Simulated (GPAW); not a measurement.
Pb:

```xyz
1
Lattice="0.0000 2.4750 2.4750 2.4750 0.0000 2.4750 2.4750 2.4750 0.0000" Properties=species:S:1:pos:R:3 pbc="T T T"
Pb    0.0000    0.0000    0.0000
```

```yaml
Program: GPAW 26.7.0
Task: single point
Functional: PBE
Potentials_or_basis: GPAW PAW data sets (gpaw-data 1.2.1)
Cutoff: 600 eV
Basis: pw
k_mesh: 9 × 9 × 9
Occupations: fermi-dirac, width 0.05 eV
Spin: no spin polarisation
```

On this cell: pressure 2.0 GPa; band gap on the k mesh none (metal or under the smearing width).

The same run follows on a disturbed copy (cell strained at random at fixed volume):

```
Pb
1.0
    -0.00696    2.46968    2.44843
     2.44759   -0.02698    2.46845
     2.45382    2.49594   -0.03322
Pb
1
Direct
  0.98764 0.00709 0.01656
```

Problem. What changes?

Solution. The energy (extrapolated to zero smearing) moves by +2.0 meV/atom; pressure 2.0 GPa; band gap on the k mesh none (metal or under the smearing width).

Stress tensor (GPa, compression positive):
```
 2.24 -0.01  0.17
-0.01  1.83  0.75
 0.17  0.75  2.03
```
